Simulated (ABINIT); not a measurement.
**Ag in ABINIT: the effect of potentials**

Crystal: Ag.

```
Ag
1.0
     0.00000    2.04275    2.04275
     2.04275    0.00000    2.04275
     2.04275    2.04275    0.00000
Ag
1
Cartesian
  0.0000 0.0000 0.0000
```

Alike in all runs:

| Property | Result |
| --- | --- |
| Program | ABINIT 10.8.3 (patched build) |
| Task | single point |
| Functional | r2SCAN |
| k mesh | 11 × 11 × 11 |
| Occupations | fermi-dirac, width 0.05 eV |
| Spin | no spin polarisation |

One run gave: pressure -0.2 GPa. Which potentials did it use?
A. Ansatz NC r2SCAN
B. SG15 NC PBE v1.2
C. JTH PAW PBE v2.0
D. PseudoDojo NC SR PBE v0.4.1 standard
E. Ansatz PAW PBE default generated set, frozen core

D.

| potentials | cutoff | pressure (GPa) |
| --- | --- | --- |
| Ansatz PAW PBE default generated set, frozen core | 490 eV | 1.1 |
| JTH PAW PBE v2.0 | 544 eV | 1.1 |
| Ansatz NC r2SCAN | 1469 eV | 1.2 |
| SG15 NC PBE v1.2 | 844 eV | 0.6 |
| PseudoDojo NC SR PBE v0.4.1 standard | 1333 eV | -0.2 |

Caveats: the PAW data sets were made with another functional, which shifts forces and pressure a little (some runs); the potentials were made for another functional, which shifts forces and pressure (some runs); a meta-GGA on potentials with a model core is unreliable (some runs).

The runs don't all hold the same shells in valence.
